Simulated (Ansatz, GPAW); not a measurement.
## Ga: programs and potentials compared

```
Ga
1.0
    -1.38440    1.38440    2.31122
     1.38440   -1.38440    2.31122
     1.38440    1.38440   -2.31122
Ga
1
Direct
  0.00000 0.00000 0.00000
```

This isn't the form of Ga at room conditions, which is orthorhombic.

Alike in all runs: task single point; functional PBEsol; k mesh 13 × 13 × 13; occupations gaussian, width 0.05 eV; no spin polarisation; no spin-orbit coupling. Pressure is positive in compression and, in plane waves, holds the error of the finite cutoff, which Ansatz's Pulay term estimates and takes out.

```tsv
program and potentials	plane-wave cutoff (eV)	notes	pressure (GPa)
Ansatz, Ansatz PAW	420	potentials made for PBE, which Ansatz adapts in part; 13 valence electrons an atom on average; Pulay term of +0.05 GPa included	-0.34
Ansatz, all-electron LAPW, scalar-relativistic	-	-	-0.30
GPAW, PAW data sets generated for this functional	600	3 valence electrons an atom on average	0.06
```

The pressure spans -0.34 (Ansatz, Ansatz PAW) to 0.06 GPa (GPAW, PAW data sets generated for this functional), with all-electron results at -0.30.

The functional is the same throughout but for its coding, so the spread measures potentials, basis and numerics; runs on potential files found faulty are left out.

The two calculations that treat the Ga 3d shell explicitly, all-electron LAPW and the 13-electron PAW, nearly coincide at -0.30 and -0.34 GPa, while the 3-electron GPAW data set gives 0.06 GPa. The likely cause is the frozen 3d shell. It is filled and takes little part in bonding, but it lies shallow enough to respond to the crystal environment, and freezing it removes that relaxation and approximates its overlap with neighbouring atoms. Other differences in data set construction may contribute, since no GPAW run with 3d in the valence isolates the effect. An incomplete plane-wave basis is a less likely explanation, because it normally makes the pressure too low, whereas the GPAW value is the highest.

The change of sign means that the first two would contract this cell and GPAW would expand it slightly. Against the stiffness of metallic gallium, however, the disagreement corresponds to only a small change in equilibrium volume. Agreement in pressure does not establish agreement in the preferred axial ratio of this tetragonal cell, which depends on the stress anisotropy.
